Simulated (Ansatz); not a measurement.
Here is an Ansatz 0.2.0 calculation.

input.yaml

```yaml
crystal:
  lattice:
    - [0.0, 2.115, 2.115]
    - [2.115, 0.0, 2.115]
    - [2.115, 2.115, 0.0]
  atoms:
    - { symbol: Nb, position: [0.0, 0.0, 0.0] }
kpoints:
  mp_grid: { grid: [8, 8, 8] }
  band_path:
    path:
      - [0.0, 0.0, 0.0]
      - [0.5, 0.0, 0.5]
      - [0.5, 0.25, 0.75]
      - [0.375, 0.375, 0.75]
      - [0.0, 0.0, 0.0]
      - [0.5, 0.5, 0.5]
      - [0.625, 0.25, 0.625]
      - [0.5, 0.25, 0.75]
    npoints: 10
scf:
  occupations: { method: fermi_dirac, width: 0.05 }
hamiltonian:
  xc: pbesol
  pseudopotentials: { kind: all_electron, lapw: { basis_error: 0.001 } }
magnetization:
  noncollinear: true
  spin_orbit: true
output:
  forces: true
  stress: true
  eigenvalues: true
```

Potentials or basis: all-electron LAPW, relativistic spinors.

Launch:

```console
$ ansatz run input.yaml --threads 1 --pin off --max-ram 3072MiB --backend cpu --events-out ev --progress --plain --runs-dir out
```

Q: Predict the band gap along the path.

A: None (metal or under the smearing width).

Q: What does it give for the pressure?

A: -7.3 GPa.

Levels at the corners of the path, in eV from the Fermi level:
```tsv
point	band 19	band 20	band 21	band 22	band 23	band 24	band 25	band 26
Γ	-6.21	-6.21	0.07	0.07	0.07	0.07	0.18	0.18
X	-4.03	-4.03	-3.28	-3.28	3.51	3.51	4.60	4.60
W	-2.64	-2.64	-1.13	-1.13	-1.08	-1.08	1.86	1.86
K	-3.08	-3.08	-2.20	-2.20	0.55	0.55	2.74	2.74
Γ	-6.21	-6.21	0.07	0.07	0.07	0.07	0.18	0.18
L	-3.81	-3.81	-0.14	-0.14	-0.02	-0.02	1.33	1.33
U	-3.08	-3.08	-2.20	-2.20	0.55	0.55	2.74	2.74
W	-2.64	-2.64	-1.13	-1.13	-1.08	-1.08	1.86	1.86
```

Caveat: the k mesh is thin for a metal, which can move the energy by tens of meV per atom.
